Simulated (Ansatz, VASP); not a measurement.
**Two plane-wave programs on W**

INCAR

```
PREC     = Accurate       # precision mode
ENCUT    = 520            # plane-wave cutoff, eV
EDIFF    = 1E-6           # SCF threshold, eV
ISMEAR   = 0              # smearing method
SIGMA    = 0.15           # smearing width, eV
LREAL    = False          # projectors in reciprocal space
LASPH    = True           # aspherical terms in the spheres
NELM     = 80             # most SCF steps
ALGO     = Fast           # electronic algorithm
ISIF     = 2              # what is computed and relaxed
LWAVE    = False          # write WAVECAR
LCHARG   = True           # write CHGCAR
GGA      = PS             # functional
LELF     = True           # ELF
LVHAR    = True         
NBANDS   = 13             # bands
```

KPOINTS

```
Automatic mesh
0
Gamma
  22 22 22
```

Contents of POSCAR:

```
W
1.0
    0.0000000000      2.3434638167      1.5232514809
    2.3434638167      0.0000000000      1.5232514809
    2.3434638167      2.3434638167      0.0000000000
W
1
Direct
    0.0000000000      0.0000000000      0.0000000000
```

Input for Ansatz:

```yaml
crystal:
  lattice:
    - [0.0, 2.3434638167, 1.5232514809]
    - [2.3434638167, 0.0, 1.5232514809]
    - [2.3434638167, 2.3434638167, 0.0]
  atoms:
    - { symbol: W, position: [0.0, 0.0, 0.0] }
basis:
  ecutwfc: 420
kpoints:
  mp_grid: { grid: [22, 22, 22] }
hamiltonian:
  xc: pbesol
scf:
  occupations: { method: gaussian, width: 0.15 }
output:
  forces: true
  stress: true
  eigenvalues: true
```

Alike in both runs: task single point; functional PBEsol; k mesh 22 × 22 × 22; occupations gaussian, width 0.15 eV; no spin polarisation.

```csv
,VASP,Ansatz
version,VASP 6.6.1,Ansatz 0.2.0
potentials or method,"VASP PAW PBE potentials, release 64 (W_sv)","scalar-relativistic, plane waves, PAW"
plane-wave cutoff (eV),520,420
valence electrons in the cell,14,14
```

|  | VASP | Ansatz | Ansatz less VASP |
| --- | --- | --- | --- |
| gap on the k mesh at the Fermi level (eV) | none | none | - |
| pressure (GPa) | -16.6 | -17.1 | -0.42 |
| largest component of the traceless stress (GPa) | 16.23 | 16.21 | -0.012 |

A gap of «none» marks a metal or a gap that the smearing closes. The functional is the same, so the differences come from potentials, cutoffs and numerics.

Caveats: so large a pressure means that the cell lies far from this level's equilibrium, or that cutoff or potentials fall short (VASP); the potentials were made for another functional, which shifts forces and pressure (VASP). Spin-orbit coupling is left out, which matters for the levels of W.
